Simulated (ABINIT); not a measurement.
**TiO in ABINIT: the effect of functional**

The system is TiO.

```
Ti O
1.0
     3.00939    0.00000    0.00000
     0.00000    3.00939    0.00000
     0.00000    0.00000    3.68042
Ti O
1 1
Direct
  0.00000 0.00000 0.00000
  0.00000 0.00000 0.50000
```

The cell was built by a generator and needn't be a form met in nature.

Alike in all runs:

| Item | Value |
| --- | --- |
| Program | ABINIT 10.8.3 (patched build) |
| Task | single point |
| Potentials or basis | JTH PAW PBE v2.0 |
| Cutoff | 762 eV |
| k mesh | 9 × 9 × 7 |
| Occupations | fermi-dirac, width 0.05 eV |
| Spin | no spin polarisation |

```csv
functional,pressure (GPa)
LDA,-6.8
PBEsol,-3.5
RPBE,2.9
BLYP,2.9
AM05,-3.0
r2SCAN,0.4
SCAN,-0.3
revPBE,?
PW91,-0.5
WC,-3.6
```

Task: What does the run with functional revPBE give?

Result: Pressure 2.1 GPa.

Caveats: the PAW data sets were made with another functional, which shifts forces and pressure a little; the atomic spheres overlap.

Runs at the PBE level aren't shown here.
